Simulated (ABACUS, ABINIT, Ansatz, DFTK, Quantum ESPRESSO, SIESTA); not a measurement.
# LiH: programs and potentials compared

```
Li H
1.0
     0.00000    2.03675    2.03675
     2.03675    0.00000    2.03675
     2.03675    2.03675    0.00000
Li H
1 1
Direct
  0.00000 0.00000 0.00000
  0.50000 0.50000 0.50000
```

Alike in all runs: task single point; functional PBEsol; k mesh 11 × 11 × 11; occupations fermi-dirac, width 0.05 eV; no spin polarisation; no spin-orbit coupling. Pressure is positive in compression and, in plane waves, holds the error of the finite cutoff, which Ansatz's Pulay term estimates and takes out.

```json
{"program and potentials": "Ansatz, Ansatz PAW", "plane-wave cutoff (eV)": "420", "notes": "potentials made for PBE, which Ansatz adapts in part; Pulay term of +0.10 GPa included", "pressure (GPa)": "-2.30"}
{"program and potentials": "DFTK, PseudoDojo SR PBEsol 0.4.1 standard (PBEsol)", "plane-wave cutoff (eV)": "1007", "notes": "-", "pressure (GPa)": "-2.34"}
{"program and potentials": "SIESTA, files PseudoDojo sr-pbesol-0.4.1-standard, DZP (energy shift 0.003 Ry; two zetas on semicore shells)", "plane-wave cutoff (eV)": "-", "notes": "atomic basis", "pressure (GPa)": "-2.28"}
{"program and potentials": "Quantum ESPRESSO, GBRV 1.5 PBEsol", "plane-wave cutoff (eV)": "612", "notes": "-", "pressure (GPa)": "-2.29"}
{"program and potentials": "ABACUS, PseudoDojo NC SR 0.4.1 PBEsol standard, plane waves", "plane-wave cutoff (eV)": "1007", "notes": "-", "pressure (GPa)": "-2.35"}
{"program and potentials": "Ansatz, all-electron LAPW, scalar-relativistic", "plane-wave cutoff (eV)": "-", "notes": "-", "pressure (GPa)": "-2.33"}
{"program and potentials": "ABINIT, PseudoDojo NC SR PBEsol v0.4.1 standard", "plane-wave cutoff (eV)": "1007", "notes": "-", "pressure (GPa)": "-2.34"}
```

The pressure spans -2.35 (ABACUS, PseudoDojo NC SR 0.4.1 PBEsol standard, plane waves) to -2.28 GPa (SIESTA, files PseudoDojo sr-pbesol-0.4.1-standard, DZP (energy shift 0.003 Ry; two zetas on semicore shells)), with all-electron results at -2.33. Rows in atomic bases carry the error of their basis and grid, which can be large.

Differences between rows come from potentials, basis sets and numerical settings, since the functional is the same but for its coding. Runs on potential files found faulty are left out.
